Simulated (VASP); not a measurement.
# C in VASP: relaxation of cell and atoms with PBE+D3(BJ)

Aim: the relaxation of cell and atoms of C with PBE+D3(BJ).

Program: VASP 6.6.1. These are calculated values, not measurements. Logs are shortened: lines on timing, memory, paths and dates and some standing lists are left out, and cuts for length are marked.

### Step 1. The slab as given

The cell holds a slab with vacuum, 6 atoms: a = 2.466 Å, b = 2.466 Å, c = 24.824 Å, α = 90.00°, β = 90.00°, γ = 120.00°.

The slab is cut from a database's or a generator's crystal, which needn't be the stable form of the element.

### Step 2. Relaxation of cell and atoms, PBE+D3(BJ)

Contents of INCAR:

```
SYSTEM = C
PREC = Accurate
ENCUT = 600
EDIFF = 1E-7
ISMEAR = 0
SIGMA = 0.03
LREAL = .FALSE.
LASPH = .TRUE.
NELM = 80
ALGO = Normal
ISIF = 3
LWAVE = .FALSE.
LCHARG = .FALSE.
GGA = PE
IVDW = 12
IBRION = 2
NSW = 90
EDIFFG = -0.005
LATTICE_CONSTRAINTS = .TRUE. .TRUE. .FALSE.
KPAR = 4
```

Contents of KPOINTS:

```
regular mesh
0
G
  15 15 1
  0 0 0
```

Contents of POSCAR:

```
C                                       
1.0
    2.4655616505      0.0000000000      0.0000000000
   -1.2327808252      2.1352390266      0.0000000000
    0.0000000000      0.0000000000     24.8239500000
  C             
     6
Direct
     0.0000000000000000    0.0000000000000000    0.3632473155067810
     0.6666666699999979    0.3333333300000021    0.3632293250876374
     0.0000000000000000    0.0000000000000000    0.4999989644846098
     0.3333333300000021    0.6666666699999979    0.5000012384009391
     0.0000000000000000    0.0000000000000000    0.6367521705946539
     0.6666666699999979    0.3333333300000021    0.6367709859253787
```

Potentials or basis: VASP PAW PBE potentials, release 64 (C).

On the command line:

```bash
$ cat potpaw_PBE.64/C/POTCAR > POTCAR
$ mpirun -np 4 vasp_std > vasp.out
```

OUTCAR:

```text
SYSTEM = C
   PREC = Accurate
   ENCUT = 600
   EDIFF = 1E-7
   ISMEAR = 0
   LREAL = .FALSE.
   LASPH = .TRUE.
   NELM = 80
   ISIF = 3
   GGA = PE
   IVDW = 12
   IBRION = 2
   NSW = 90
   EDIFFG = -0.005
 IVDW          = 12

 ion  position               nearest neighbor table
   1  0.000  0.000  0.363-   2 1.42   2 1.42   2 1.42
   2  0.667  0.333  0.363-   1 1.42   1 1.42   1 1.42
   3  0.000  0.000  0.500-   4 1.42   4 1.42   4 1.42
   4  0.333  0.667  0.500-   3 1.42   3 1.42   3 1.42
   5  0.000  0.000  0.637-   6 1.42   6 1.42   6 1.42
   6  0.667  0.333  0.637-   5 1.42   5 1.42   5 1.42

  LATTYP: Found a hexagonal cell.
 ALAT       =     2.4655616505
 C/A-ratio  =    10.0682738941

  Lattice vectors:

 A1 = (   2.4655616505,   0.0000000000,   0.0000000000)
 A2 = (  -1.2327808252,   2.1352390266,   0.0000000000)
 A3 = (   0.0000000000,   0.0000000000,  24.8239500000)

Analysis of symmetry for initial positions (statically):
=====================================================================
 Subroutine PRICEL returns:
 Original cell was already a primitive cell.

 Routine SETGRP: Setting up the symmetry group for a
 hexagonal supercell.

 Subroutine GETGRP returns: Found 12 space group operations
 (whereof 12 operations were pure point group operations)
 out of a pool of 24 trial point group operations.

The static configuration has the point symmetry D_3h.

Analysis of symmetry for dynamics (positions and initial velocities):
=====================================================================
 Subroutine PRICEL returns:
 Original cell was already a primitive cell.

 Routine SETGRP: Setting up the symmetry group for a
 hexagonal supercell.

 Subroutine GETGRP returns: Found 12 space group operations
 (whereof 12 operations were pure point group operations)
 out of a pool of 24 trial point group operations.

The dynamic configuration has the point symmetry D_3h.

 Subroutine INISYM returns: Found 12 space group operations
 (whereof 12 operations are pure point group operations),
 and found     1 'primitive' translations

----------------------------------------------------------------------------------------

                                     Primitive cell

  volume of cell :     130.6873

  direct lattice vectors                    reciprocal lattice vectors
     2.465561651  0.000000000  0.000000000     0.405587100  0.234165821  0.000000000
    -1.232780825  2.135239027  0.000000000     0.000000000  0.468331642  0.000000000
     0.000000000  0.000000000 24.823950000     0.000000000  0.000000000  0.040283678

  length of vectors
     2.465561651  2.465561653 24.823950000     0.468331643  0.468331642  0.040283678

  position of ions in fractional coordinates (direct lattice)
     0.000000000  0.000000000  0.363247316
     0.666666670  0.333333330  0.363229325
     0.000000000  0.000000000  0.499998964
     0.333333330  0.666666670  0.500001238
     0.000000000  0.000000000  0.636752171
     0.666666670  0.333333330  0.636770986

  ion indices of the primitive-cell ions
   primitive index   ion index
                 1           1
                 2           2
                 3           3
                 4           4
                 5           5
                 6           6

----------------------------------------------------------------------------------------

 KPOINTS: regular mesh

Automatic generation of k-mesh.
 Grid dimensions read from file:
 generate k-points for:   15   15    1

 Generating k-lattice:

  Cartesian coordinates                     Fractional coordinates (reciprocal lattice)
     0.027039140  0.015611055  0.000000000     0.066666667  0.000000000  0.000000000
     0.000000000  0.031222109  0.000000000     0.000000000  0.066666667  0.000000000
     0.000000000  0.000000000  0.040283678     0.000000000  0.000000000  1.000000000

  Length of vectors
     0.031222110  0.031222109  0.040283678

  Shift w.r.t. Gamma in fractional coordinates (k-lattice)
     0.000000000  0.000000000  0.000000000

 Subroutine IBZKPT returns following result:
 ===========================================

 Found     27 irreducible k-points:

 Following reciprocal coordinates:
            Coordinates               Weight
  0.000000  0.000000  0.000000      1.000000
  0.066667 -0.000000  0.000000      6.000000
  0.133333 -0.000000  0.000000      6.000000
  0.200000 -0.000000  0.000000      6.000000
  0.266667 -0.000000  0.000000      6.000000
  0.333333 -0.000000  0.000000      6.000000
[... 16 lines left out ...]
  0.333333  0.200000  0.000000     12.000000
  0.400000  0.200000  0.000000      6.000000
 [... further k-points ...]
   k-points           NKPTS =     27   k-points in BZ     NKDIM =     27   number of bands    NBANDS=     16
   number of dos      NEDOS =    301   number of ions     NIONS =      6
   total plane-waves  NPLWV =  80000
   dimension x,y,z NGX =    20 NGY =   20 NGZ =  200
   dimension x,y,z NGXF=    40 NGYF=   40 NGZF=  400
   ions per type =               6
   NGX,Y,Z   is equivalent  to a cutoff of  13.49, 13.49, 13.39 a.u.
   NGXF,Y,Z  is equivalent  to a cutoff of  26.97, 26.97, 26.79 a.u.
 SYSTEM =  C
   PREC   = accura    normal or accurate (medium, high low for compatibility)
   ISTART =      0    job   : 0-new  1-cont  2-samecut
   ICHARG =      2    charge: 1-file 2-atom 10-const
   ISPIN  =      1    spin polarized calculation?
   LNONCOLLINEAR =      F non collinear calculations
   LSORBIT =      F    spin-orbit coupling
   LASPH  =      T    aspherical Exc in radial PAW
   ENCUT  =  600.0 eV  44.10 Ry    6.64 a.u.   4.92  4.92 49.58*2*pi/ulx,y,z
   NELM   =     80;   NELMIN=  2; NELMDL= -5     # of ELM steps
   EDIFF  = 0.1E-06   stopping-criterion for ELM
   LREAL  =      F    real-space projection
   EDIFFG = -.5E-02   stopping-criterion for IOM
   NSW    =     90    number of steps for IOM
   IBRION =      2    ionic relax: 0-MD 1-quasi-New 2-CG
   NFREE  =      1    steps in history (QN), initial steepest desc. (CG)
   ISIF   =      3    stress and relaxation
   ISYM   =      2    0-nonsym 1-usesym 2-fastsym
   POTIM  = 0.5000    time-step for ionic-motion
   TEBEG  =    0.0;   TEEND  =   0.0 temperature during run
   PSTRESS=    0.0 pullay stress
   NELECT =      24.0000    total number of electrons
   NUPDOWN=      -1.0000    fix difference up-down
   EMIN   =  10.00;   EMAX   =-10.00  energy-range for DOS
   EFERMI =   0.00;   METHOD = LEGACY
   ISMEAR =     0;   SIGMA  =   0.03  broadening in eV -4-tet -1-fermi 0-gaus
   EFERMI_NEDOS =   21; number of points for ismear=-14 and -15
   IALGO  =     38    algorithm
   IMIX   =      4    mixing-type and parameters
     AMIX     =   0.40;   BMIX     =  1.00
     AMIX_MAG =   1.60;   BMIX_MAG =  1.00
  volume/ion in A,a.u.               =      21.78       146.99
  Fermi-wavevector in a.u.,A,eV,Ry     =   0.930538  1.758462 11.781301  0.865901
  Thomas-Fermi vector in A             =   2.056937
   LORBIT       =      0    0 simple, 1 ext, 2 COOP (PROOUT), +10 PAW based schemes
   GGA     = PE    functional components
   LHFCALC =     F    Hartree Fock is set to
   AEXX    =    0.0000 exact exchange contribution
   IVDW    =    12    specifies the selected vdW correction
   LEPSILON=     F    determine dielectric tensor
   LRPA    =     F    only Hartree local field effects (RPA)
 conjugate gradient relaxation of ions
 non-spin polarized calculation
 Gauss-broadening in eV      SIGMA  =   0.03
  energy-cutoff  :      600.00
  volume of cell :      130.69
 maximum number of plane-waves:      4437
 NGX is ok and might be reduce to    20
   NGX =  9   NGY =  9   NGZ = 99

 number of electron      24.0000001 magnetization

 Free energy of the ion-electron system (eV)
  ---------------------------------------------------
  ext. energy  EPLUGINS =         0.00000000
  ---------------------------------------------------
  free energy    TOTEN  =       -55.31530048 eV

  energy without entropy =      -55.31471879  energy(sigma->0) =      -55.31500964

 E-fermi :  -0.6439     XC(G=0):  -4.5387

 val. band max:       -0.6474332130   @ k =   0.3333   0.3333   0.0000
 cond. band min:      -0.6435633152   @ k =   0.3333   0.3333   0.0000
 fundamental gap:      0.0038698978
 Fermi energy:        -0.6439276422

 k-point     1 :       0.0000    0.0000    0.0000
  band No.  band energies     occupation
      1     -20.2458      2.00000
      2     -20.1559      2.00000
      3     -20.0520      2.00000
      4      -8.8711      2.00000
      5      -8.2616      2.00000
      6      -7.5714      2.00000
[... 8 lines left out ...]
     15       3.8563      0.00000
     16       4.7208      0.00000

 k-point     2 :       0.0667   -0.0000    0.0000
  band No.  band energies     occupation
      1     -20.1401      2.00000
      2     -20.0508      2.00000
      3     -19.9475      2.00000
      4      -8.7433      2.00000
      5      -8.1362      2.00000
      6      -7.4491      2.00000
[... 8 lines left out ...]
     15       4.0006      0.00000
     16       4.8643      0.00000

 k-point     3 :       0.1333   -0.0000    0.0000
  band No.  band energies     occupation
      1     -19.8238      2.00000
      2     -19.7362      2.00000
      3     -19.6348      2.00000
      4      -8.3618      2.00000
      5      -7.7621      2.00000
      6      -7.0846      2.00000
[... 8 lines left out ...]
     15       4.4335      0.00000
     16       5.2947      0.00000
[... 362 lines left out ...]
 k-point    23 :       0.3333    0.2000    0.0000
  band No.  band energies     occupation
      1     -15.2904      2.00000
      2     -15.2311      2.00000
      3     -15.1582      2.00000
      4     -12.3182      2.00000
      5     -12.2792      2.00000
      6     -12.2262      2.00000
[... 8 lines left out ...]
     15       1.6279      0.00000
     16       9.5833      0.00000

 k-point    24 :       0.4000    0.2000    0.0000
  band No.  band energies     occupation
      1     -14.3344      2.00000
      2     -14.3040      2.00000
      3     -14.2653      2.00000
      4     -13.3286      2.00000
      5     -13.3156      2.00000
      6     -13.2834      2.00000
[... 8 lines left out ...]
     15       0.7654      0.00000
     16       9.9128      0.00000

 [... further k-points ...]

------------------------ aborting loop because EDIFF is reached ----------------------------------------

 Edisp (eV)   -0.78127

 E8    (eV) :    -0.2293

  FORCE on cell =-STRESS in cart. coord.  units (eV):
  Direction    XX          YY          ZZ          XY          YZ          ZX
  --------------------------------------------------------------------------------------
  -------------------------------------------------------------------------------------
  Total       0.00260     0.00260    -0.12578     0.00000     0.00000     0.00000
  in kB       0.03183     0.03183    -1.54205     0.00000     0.00000     0.00000
  external pressure =       -0.49 kB  Pullay stress =        0.00 kB

 VOLUME and BASIS-vectors are now :
 -----------------------------------------------------------------------------
  energy-cutoff  :      600.00
  volume of cell :      130.69
      direct lattice vectors                 reciprocal lattice vectors
     2.465561651  0.000000000  0.000000000     0.405587100  0.234165821  0.000000000
    -1.232780825  2.135239027  0.000000000     0.000000000  0.468331642  0.000000000
     0.000000000  0.000000000 24.823950000     0.000000000  0.000000000  0.040283678

 POSITION                                       TOTAL-FORCE (eV/Angst)
 -----------------------------------------------------------------------------------
      0.00000      0.00000      9.01723        -0.000000      0.000000      0.000773
      1.23278      0.71175      9.01679         0.000000     -0.000000      0.000871
      0.00000      0.00000     12.41195        -0.000000      0.000000      0.000000
     -0.00000      1.42349     12.41201         0.000000      0.000000      0.000000
      0.00000      0.00000     15.80670        -0.000000      0.000000     -0.000773
      1.23278      0.71175     15.80717         0.000000     -0.000000     -0.000871
 -----------------------------------------------------------------------------------
    total drift:                               -0.000004      0.000002     -0.000030

  FREE ENERGIE OF THE ION-ELECTRON SYSTEM (eV)
  ---------------------------------------------------
  free  energy   TOTEN  =       -56.0965704421 eV

  energy  without entropy=      -56.0959887511  energy(sigma->0) =      -56.09627960

 reached required accuracy - stopping structural energy minimisation
```

Wall time 19 s (4 MPI ranks of AMD EPYC 9R45 (Zen 5), shared host); peak memory 0.26 GiB.

Results:

- Free energy: -56.0966 eV
- Band gap on the k mesh: 0.00 eV, direct
- Dispersion energy per atom: -0.130 eV

Final structure:
```xyz
6
Lattice="2.4656 0.0000 0.0000 -1.2328 2.1352 0.0000 0.0000 0.0000 24.8239" Properties=species:S:1:pos:R:3 pbc="T T T"
C     0.0000    0.0000    9.0172
C     1.2328    0.7117    9.0168
C     0.0000    0.0000   12.4120
C     0.0000    1.4235   12.4120
C     0.0000    0.0000   15.8067
C     1.2328    0.7117   15.8072
```

Caveat: the relaxation stopped at its first step, so nothing moved.
